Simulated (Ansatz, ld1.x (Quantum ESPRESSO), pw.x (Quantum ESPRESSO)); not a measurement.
**Equation-of-state test of one TM potential (silver)**

* Element: silver (Ag)
* Generator: ld1.x (Quantum ESPRESSO) 7.5
* Type: norm-conserving Troullier–Martins (Kleinman–Bylander form)
* Functional: PBE
* Relativity: scalar-relativistic
* Frozen core: [Kr]
* Valence charge: 11
* Reference configuration: 4d10 5s1 5p0
* Partial waves: 5s (bound): rc 2.75 bohr; 5p (bound, empty): rc 4.20 bohr; 4d (bound): rc 1.15 bohr
* Local potential: all-electron potential smoothed inside 3.90 bohr (lloc = -1)
* Core correction: none

Atomic tests: cutoffs needed: 80 Ry and 100 Ry (the cutoffs (Ry, on a coarse ladder) from which the occupation-weighted sum of valence levels, in a spherical-Bessel basis at the reference potential, stays within 10 and 1 mRy of its value at 400 Ry); ghost test: no extra level below or beside the all-electron valence levels (s, p, d, f tested) (spherical-Bessel basis up to 400 Ry, 20 bohr box); configuration tests: 2 of 7 tests not solved or not reliable.

Crystal test: diamond Ag in pw.x 7.5, no spin, 8³ k-points, Fermi–Dirac smearing 0.01 Ry, cutoffs 120/480 Ry. The reference is all-electron LAPW (Ansatz 0.2.0) with the same functional, mesh and smearing; V0 and B0 come from Birch–Murnaghan fits to the pressures at five volumes. Errors are pseudo minus all-electron; Δ is the rms difference of the E(V) curves that follow from these fits, minima aligned, over ±6 % about the mean V0. Mesh and smearing are coarse, so the numbers serve the comparison and aren't converged zero-temperature values; the lattice is a test structure that the element need not adopt.

| V (Å³/atom) | P all-electron (GPa) | P pseudo (GPa) |
| --- | --- | --- |
| 28.561 | 1.75 | 9.20 |
| 29.312 | 0.79 | 7.39 |
| 30.064 | -0.02 | 5.85 |
| 30.816 | -0.71 | 4.52 |
| 31.567 | -1.30 | 3.39 |

All-electron: a0 = 6.217 Å (V0 = 30.04 Å³/atom), B0 = 30.1 GPa.

Pseudopotential: mean pressure error (GPa): +5.96. The pressure does not cross zero within the volumes sampled, so no fit is given. The largest radius (4.20 bohr) exceeds half the bond length (2.54 bohr), so the spheres overlap, which is one possible source of error among others. This is a poor potential for the solid. Atomic configuration tests: 2 of 7 tests not solved or not reliable.

Task: At the middle volume, how do free energy and pressure move when the wave cutoff is lowered (ecutrho kept at four times it)?

Result:

```
cutoff (Ry)  shift of F (meV/atom)  shift of P (GPa)
         54                +2666.2            -64.48
         72                 +236.3             -8.82
         96                   +2.8             -0.21
```

The run at the middle volume (29 k-points, 7 iterations) took about 57 s on one core of a shared host (Neoverse-V2, 96 threads, 742 GiB, load 75).
